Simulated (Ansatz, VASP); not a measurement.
**V: VASP beside Ansatz**

```xyz
1
Lattice="-1.5124 1.5124 1.5124 1.5124 -1.5124 1.5124 1.5124 1.5124 -1.5124" Properties=species:S:1:pos:R:3 pbc="T T T"
V     0.0000    0.0000    0.0000
```

Alike in both runs: task single point; functional BLYP; k mesh 15 × 15 × 15; occupations fermi-dirac, width 0.05 eV; non-collinear spin, spin-orbit coupling.

```csv
,VASP,Ansatz
version,VASP 6.6.1,Ansatz 0.2.0
potentials or method,"VASP PAW PBE potentials, release 64 (V_sv)","plane waves (420 eV) with PAW, fully relativistic with spin-orbit coupling"
plane-wave cutoff (eV),520,420
valence electrons in the cell,13,13
```

```csv
,VASP,Ansatz,Ansatz less VASP
net moment per atom (μB),0.00,0.00,0.000
```

With one functional, cell and mesh, what is left measures potentials, basis and numerics. Ansatz warned: «seeded_moment_not_kept».
